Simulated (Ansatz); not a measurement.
## Zr vacancy in ZrN

Level of theory: DFT PBE, scalar-relativistic, plane waves, PAW (Ansatz). (420 eV cutoff, 8×8×8 k-mesh, Gaussian smearing of 0.10 eV, no spin polarisation)

Host crystal, relaxed:

```yaml
crystal:
  lattice:
    - [0.00000, 2.29730, 2.29730]
    - [2.29730, 0.00000, 2.29730]
    - [2.29730, 2.29730, 0.00000]
  atoms:
    - { symbol: Zr, position: [0.50000, 0.50000, 0.50000] }
    - { symbol: N, position: [0.00000, 0.00000, 0.00000] }
```

Supercell of 16 atoms, rows in host cell vectors: 0 -2 2; 0 0 2; -2 0 2. Atoms relax at the host's cell, keeping the symmetry that the supercell leaves at the site. The cell is small, so energies carry finite-size errors of tenths of an eV. The host is a metal. Atoms are taken from and returned to the elements' standard states.

Defect: Zr vacancy at (0.500, 0.500, 0.500) of the host cell.

Question: What is the formation energy of the neutral defect?

Answer: 3.16 eV.

Question: Does the neutral defect carry a moment, and how do its surroundings relax?

Answer: The neutral run had no spin polarisation, so a moment wasn't tested. The nearest neighbours before are 6 N at 2.30 Å; after relaxation the atoms near the site are 6 N at 2.39 Å; the largest move is 0.09 Å.

Cost: 2 runs of about 2.2 core-minutes in all, on AMD EPYC 7B13 (Zen 3) (shared hosts).